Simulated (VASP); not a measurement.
Write the native input for VASP 6.6.1 that does the following.

```
Task                   : single point
Functional             : PBEsol
Potentials or basis    : VASP PAW PBE potentials, release 64 (Ca_sv)
Cutoff                 : 520 eV
k mesh                 : 7 × 7 × 7
Occupations            : fermi-dirac, width 0.1 eV
Spin                   : no spin polarisation
Dipole correction      : no
Further INCAR settings : ALGO = Normal; EDIFF = 1e-07; NBANDS = 11
```

The structure of Ca lies in POSCAR:

```
Ca
1.0
   -2.2400000000      2.2400000000      2.2400000000
    2.2400000000     -2.2400000000      2.2400000000
    2.2400000000      2.2400000000     -2.2400000000
Ca
1
Direct
    0.0000000000      0.0000000000      0.0000000000
```

This isn't the form of Ca at room conditions, which is fcc.

These files were run (other wordings do the same):

INCAR

```
SYSTEM = Ca
ALGO = Normal
EDIFF = 1E-7
ENCUT = 520
GGA = PS
ISIF = 2
ISMEAR = -1
LASPH = .TRUE.
LCHARG = .FALSE.
LREAL = .FALSE.
LWAVE = .FALSE.
NBANDS = 11
NELM = 100
PREC = Accurate
SIGMA = 0.1
```

KPOINTS

```
k-points
0
G
  7 7 7
  0 0 0
```

Potentials or basis: VASP PAW PBE potentials, release 64 (Ca_sv).

Command:

```bash
$ cat potpaw_PBE.64/Ca_sv/POTCAR > POTCAR
$ mpirun -np 1 vasp_std > vasp.out
```

It gave:

```
Pressure               : -1.5 GPa
Band gap on the k mesh : none (metal or under the smearing width)
```

Caveat: the PAW data sets were made with another functional, which shifts forces and pressure a little.

Run time: 6.1 s on 1 thread of AMD EPYC 9R45 96-Core Processor (Zen 5) (shared host), peak memory 0.13 GiB.
